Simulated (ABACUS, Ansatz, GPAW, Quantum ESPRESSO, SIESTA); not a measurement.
# Li2Se: programs and potentials compared

```
CELL_PARAMETERS angstrom
0.00000 3.00250 3.00250
3.00250 0.00000 3.00250
3.00250 3.00250 0.00000
ATOMIC_POSITIONS crystal
Se 0.00000 0.00000 0.00000
Li 0.75000 0.75000 0.75000
Li 0.25000 0.25000 0.25000
```

Alike in all runs: task equation of state; functional PBE; k mesh 8 × 8 × 8; occupations fermi-dirac, width 0.05 eV; no spin polarisation; no spin-orbit coupling.

```csv
program and potentials,plane-wave cutoff (eV),notes,equilibrium volume (Å³/atom),bulk modulus (GPa)
"ABACUS, PseudoDojo NC SR 0.4.1 PBE standard, plane waves",1184,-,?,?
"SIESTA, files PseudoDojo sr-pbe-0.4.1-standard, DZP (energy shift 0.003 Ry; two zetas on semicore shells)",-,atomic basis,18.30,33.2
"GPAW, GPAW PAW data sets (gpaw-data 1.2.1)",800,-,18.24,34.4
"Quantum ESPRESSO, SSSP 1.3 efficiency PBE",748,-,18.08,33.7
"Ansatz, all-electron LAPW, scalar-relativistic",-,-,18.06,33.6
```

Question: Estimate from the other rows what the run with ABACUS, PseudoDojo NC SR 0.4.1 PBE standard, plane waves gave.

Answer: Equilibrium volume 18.07 Å³/atom; bulk modulus 33.7 GPa. The other rows, which needn't bracket it: equilibrium volume 18.06 to 18.30; bulk modulus 33.2 to 34.4.
